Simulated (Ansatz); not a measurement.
**GaAgSe$_{2}$, a database entry at a rescaled volume**

```yaml
crystal:
  lattice:
    - [0.00000, 6.06213, 0.00000]
    - [6.06213, 0.00000, 0.00000]
    - [3.03107, 3.03107, -5.50510]
  atoms:
    - { symbol: Ag, position: [0.00000, 0.00000, 0.00000] }
    - { symbol: Ag, position: [0.75000, 0.25000, 0.50000] }
    - { symbol: Ga, position: [0.50000, 0.50000, 0.00000] }
    - { symbol: Ga, position: [0.25000, 0.75000, 0.50000] }
    - { symbol: Se, position: [0.37500, 0.41330, 0.75000] }
    - { symbol: Se, position: [0.58670, 0.12500, 0.25000] }
    - { symbol: Se, position: [0.87500, 0.83670, 0.75000] }
    - { symbol: Se, position: [0.16330, 0.62500, 0.25000] }
```

Single point in Ansatz 0.2.0 with PBE, no spin polarisation. Cutoff 420 eV, PAW datasets, 5×5×5 Γ-centred k mesh, fermi-dirac filling (width 0.0114 eV).

Charges: Bader charges in e: Ga +1.00, Ag +0.29, Se -0.65. In the mean Ga gives up most and Se takes most.
Electronic structure: The gap is 0.42 eV, direct at the points sampled.
Band edges: Within 0.7 eV of the edges, the states project mainly on Se p (69 %) and Ag d (24 %) below the gap and on Ag s (28 %), Ga s (25 %) and Se p (22 %) above it.
Stress: The pressure is 1.3 GPa (compression positive), so with the atoms held at these fractions the cell would first expand.

Origin: a database entry at a rescaled volume.
